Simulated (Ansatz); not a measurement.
Al under changes of volume

One of the cells (16.669 Å³/atom); the others are scaled copies at fixed shape and fractional positions:

```
Al
1.0
     2.81246    0.00000    0.00000
    -1.40623    2.43566    0.00000
     0.00000    0.00000    4.86685
Al
2
Cartesian
  0.0000 1.6238 1.2167
  1.4062 0.8119 3.6501
```

This isn't the form of Al at room conditions, which is fcc.

| Item | Value |
| --- | --- |
| Program | Ansatz 0.2.0 |
| Functional | PBEsol |
| Potentials or basis | Ansatz PAW |
| Cutoff | 420 eV (not typed: the program's choice for these potentials) |
| k mesh | 11 × 11 × 6 |
| Occupations | fermi-dirac, width 0.05 eV |
| Spin | no spin polarisation |

```tsv
volume (Å³/atom)	energy over the lowest point (meV/atom)	pressure (GPa)
15.669	8.30	3.9
16.003	?	?
16.336	0.00	0.2
16.669	1.23	-1.3
17.003	5.54	-2.7
17.336	12.64	-4.0
17.670	22.21	-5.1
```

**Question.** What does the run at 16.003 Å³/atom give?

**Answer.** Energy over the lowest point 2.23 meV/atom; pressure 2.0 GPa.

Worked out: A Birch-Murnaghan fit of order 3 (a polynomial in V^(-2/3)) to the other rows has its minimum at 16.38 Å³/atom with B0 = V·E''(V) = 80 GPa and B' = 4.4 at fixed shape and positions, which overstates the stiffness. It gives 2.22 meV/atom at 16.003 Å³/atom, against the run's 2.23, and -dE/dV = 2.0 GPa, against 2.0.

Energies are extrapolated to zero smearing.

Caveats: the PAW data sets come from PBE, with cores solved anew for the run's functional, which leaves a small shift of forces and pressure.
